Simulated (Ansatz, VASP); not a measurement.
**Cu: VASP beside Ansatz**

File INCAR:

```
PREC = Accurate
ENCUT = 520
EDIFF = 1E-7
ISMEAR = -1
SIGMA = 0.05
LREAL = False
LASPH = True
NELM = 80
ALGO = Normal
ISIF = 2
LWAVE = False
LCHARG = False
GGA = PS
NBANDS = 30
```

The input KPOINTS:

```
Automatic mesh
0
Gamma
  12 12 4
```

POSCAR

```
Cu
1.0
    2.5307640267      0.0000000000      0.0000000000
   -1.2653820134      2.1917059381      0.0000000000
    0.0000000000      0.0000000000      8.2618150800
Cu
4
Direct
    0.6666666667      0.3333333333      0.7500000000
    0.0000000000      0.0000000000      0.5000000000
    0.3333333333      0.6666666667      0.2500000000
    0.0000000000      0.0000000000      0.0000000000
```

Contents of input.yaml:

```yaml
crystal:
  lattice:
    - [2.5307640267, 0.0, 0.0]
    - [-1.2653820134, 2.1917059381, 0.0]
    - [0.0, 0.0, 8.26181508]
  atoms:
    - { symbol: Cu, position: [0.6666666667, 0.3333333333, 0.75] }
    - { symbol: Cu, position: [0.0, 0.0, 0.5] }
    - { symbol: Cu, position: [0.3333333333, 0.6666666667, 0.25] }
    - { symbol: Cu, position: [0.0, 0.0, 0.0] }
hamiltonian:
  xc: pbesol
  pseudopotentials: { kind: paw, source: ansatz }
kpoints:
  mp_grid: { grid: [12, 12, 4] }
  band_path:
    path:
      - [[0.0, 0.0, 0.0], [0.5, 0.0, 0.0], [0.3333333333, 0.3333333333, 0.0], [0.0, 0.0, 0.0], [0.0, 0.0, 0.5], [0.5, 0.0, 0.5], [0.3333333333, 0.3333333333, 0.5], [0.0, 0.0, 0.5]]
      - [[0.5, 0.0, 0.5], [0.5, 0.0, 0.0]]
      - [[0.3333333333, 0.3333333333, 0.0], [0.3333333333, 0.3333333333, 0.5]]
    npoints: 14
scf:
  occupations: { method: fermi_dirac, width: 0.05 }
  n_extra_bands: 10
output:
  forces: true
  stress: true
  eigenvalues: true
  fatbands: true
  write_density: true
  write_potential: true
  elf: true
  volumetric_format: npy
```

This isn't the form of Cu at room conditions, which is fcc.

Alike in both runs: functional PBEsol; k mesh 12 × 12 × 4; occupations fermi-dirac, width 0.05 eV; no spin polarisation.

|  | VASP | Ansatz |
| --- | --- | --- |
| version | VASP 6.6.1 | Ansatz 0.2.0 |
| potentials or method | VASP PAW PBE potentials, release 64 (Cu) | Ansatz PAW earlier set |
| plane-wave cutoff (eV) | 520 | 700 |
| valence electrons in the cell | 44 | 76 |
| task | single point | band structure |

```tsv
	VASP	Ansatz	Ansatz less VASP
gap on the k mesh at the Fermi level (eV)	none	none	-
pressure (GPa)	-1.2	-1.9	-0.69
largest component of the traceless stress (GPa)	0.33	0.31	-0.023
```

A gap of «none» marks a metal or a gap that the smearing closes. The two sets of potentials don't hold the same shells in valence.

Caveats: the PAW data sets were made with another functional, which shifts forces and pressure a little (VASP); the PAW data sets come from PBE, with cores solved anew for the run's functional, which leaves a small shift of forces and pressure (Ansatz).
